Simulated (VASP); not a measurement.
## Results of a VASP single-point calculation on KF (zincblende)

POSCAR

```
K  F
 1.0000000000000000
     0.0000000000000000    2.9354014085858746    2.9354014085858746
     2.9354014085858746    0.0000000000000000    2.9354014085858746
     2.9354014085858746    2.9354014085858746    0.0000000000000000
 K   F
   1   1
Cartesian
  0.0000000000000000  0.0000000000000000  0.0000000000000000
  1.4677007042929373  1.4677007042929373  1.4677007042929373
```

```json
{
 "gap between bands v and c": "5.74 eV",
 "least direct gap": "5.95 eV"
}
```

Band v is the last that the valence electrons fill when counted band by band, and c is the next. Levels in eV from the top of v:

| point | v−1 | v | c | c+1 |
| --- | --- | --- | --- | --- |
| Γ | -0.21 | -0.21 | 5.74 | 12.64 |
| X | 0.00 | 0.00 | 8.83 | 8.94 |
| K | -0.07 | -0.04 | 8.75 | 9.33 |
| L | -0.12 | -0.12 | 8.56 | 9.87 |
| W | -0.17 | 0.00 | 8.85 | 9.21 |

Task: Which of these levels of theory gave these results?
A. LDA
B. PBE with spin–orbit coupling
C. PBE0
D. PBE
E. r²SCAN
F. HSE06
G. PBEsol

Result: E.

The INCAR was:

```
EDIFF = 1E-7
ALGO = Normal
LWAVE = .FALSE.
IBRION = -1
LASPH = .TRUE.
ISMEAR = 0
METAGGA = R2SCAN
LCHARG = .FALSE.
SIGMA = 0.01
LREAL = .FALSE.
ENCUT = 520
NSW = 0
ISIF = 2
NELM = 120
NBANDS = 15
PREC = Accurate
```
